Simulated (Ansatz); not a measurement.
This script for the Ansatz DFT code, driven from Python starts 4 runs on PbS, space group C2/m. What input does the engine get in each?

`pbs_ecut.py`:
```python
import warnings

import ansatz as az
import matplotlib.pyplot as plt

KMESH = (6, 6, 2)
XC = "pbesol"


def main() -> None:
    warnings.simplefilter("ignore", az.DeckWarning)

    structure = (
        az.Lattice.of((2.9405, -2.9, 0.0), (2.9405, 2.9, 0.0), (-1.080055, 0.0, 11.709294))
        .atom("Pb", (0.7756, 0.7756, 0.63638))
        .atom("Pb", (0.2244, 0.2244, 0.36362))
        .atom("S", (0.2684, 0.2684, 0.5986))
        .atom("S", (0.7316, 0.7316, 0.4014))
    )

    job = (
        structure.calculation()
        .kpoints(*KMESH, center="gamma")
        .occupations(az.OccupationsMethod.FIXED)
        .functional(XC)
        .stress()
    )

    rows = []
    for value in [300, 375, 450, 525]:
        rep = job.basis(value).run().report
        rows.append((value, rep["free_energy_ev"] / len(rep["lattice"]["sites"]), rep["n_iterations"], sum(rep["stress_gpa"][i][i] for i in range(3)) / 3, rep["n_pw"]))

    print(" cutoff (eV)   F/atom (eV)    iterations       P (GPa)   plane waves")
    for row in rows:
        print(f"{str(row[0]):>12s}  {row[1]:12.5f}  {row[2]:12d}  {row[3]:12.3f}  {row[4]:12d}")

    for row in rows[:-1]:
        shift = 1000 * (row[1] - rows[-1][1])
        print(f"{row[0]}: {shift:+.2f} meV/atom" + ("  (within 1 meV)" if abs(shift) < 1 else ""))
    plt.figure(figsize=(4.5, 3))
    plt.plot([str(row[0]) for row in rows], [1000 * (row[1] - rows[-1][1]) for row in rows], "o-")
    plt.xlabel("cutoff (eV)")
    plt.ylabel("F - F(last) (meV/atom)")
    plt.tight_layout()
    plt.savefig("ecut.png", dpi=100)


if __name__ == "__main__":
    main()
```

Run 1:
```yaml
crystal:
  lattice:
    - [2.9405, -2.9, 0.0]
    - [2.9405, 2.9, 0.0]
    - [-1.080055, 0.0, 11.709294]
  atoms:
    - { symbol: Pb, position: [0.7756, 0.7756, 0.63638] }
    - { symbol: Pb, position: [0.2244, 0.2244, 0.36362] }
    - { symbol: S, position: [0.2684, 0.2684, 0.5986] }
    - { symbol: S, position: [0.7316, 0.7316, 0.4014] }
basis:
  ecutwfc: 300.0
kpoints:
  mp_grid:
    grid: [6, 6, 2]
    shift: [0.0, 0.0, 0.0]
hamiltonian:
  xc: pbesol
scf:
  occupations:
    method: fixed
output:
  stress: true
```

Run 2, against run 1:
```diff
-  ecutwfc: 300.0
+  ecutwfc: 375.0
```

Run 3, against run 1:
```diff
-  ecutwfc: 300.0
+  ecutwfc: 450.0
```

Run 4, against run 1:
```diff
-  ecutwfc: 300.0
+  ecutwfc: 525.0
```

```console
$ python pbs_ecut.py
 cutoff (eV)   F/atom (eV)    iterations       P (GPa)   plane waves
         300   -6320.31260             8        -1.076          2345
         375   -6320.33900             8        -1.077          3305
         450   -6320.33965             8        -1.078          4303
         525   -6320.33984             8        -1.078          5463
300: +27.24 meV/atom
375: +0.84 meV/atom  (within 1 meV)
450: +0.19 meV/atom  (within 1 meV)
```

From 375 eV on it stays within 1 meV an atom of the value at 525 eV; the first row (300 eV) is off by 27.2 meV and the last but one by 0.19 meV. The energy falls steadily, as expected when plane waves are added. The pressure moves from -1.08 to -1.08 GPa (the program's stress holds a Pulay correction, so it settles early). The last run costs about 1.6 times the first.

Notes:
- The cell holds layers, chains or clusters in vacuum, no bulk phase; its stress is averaged over the vacuum too and scales with the cell's height.
- Pressure is positive in compression.
- Points of the mesh across the vacuum add cost only.
- Spin-orbit coupling, which matters for elements this heavy, is left out.
- The structure is a deposited one; some such entries were measured under pressure or heat, so a shift against it needn't be the functional's error alone.
- Shifts are counted from the last row, which is itself no proven limit.
- The script silences the warnings on its input, which a real study should read.
- Processor time in the engine: 23 s on 1 thread of Intel(R) Xeon(R) Processor @ 2.30GHz, with other jobs on the host, peak memory 0.71 GiB.
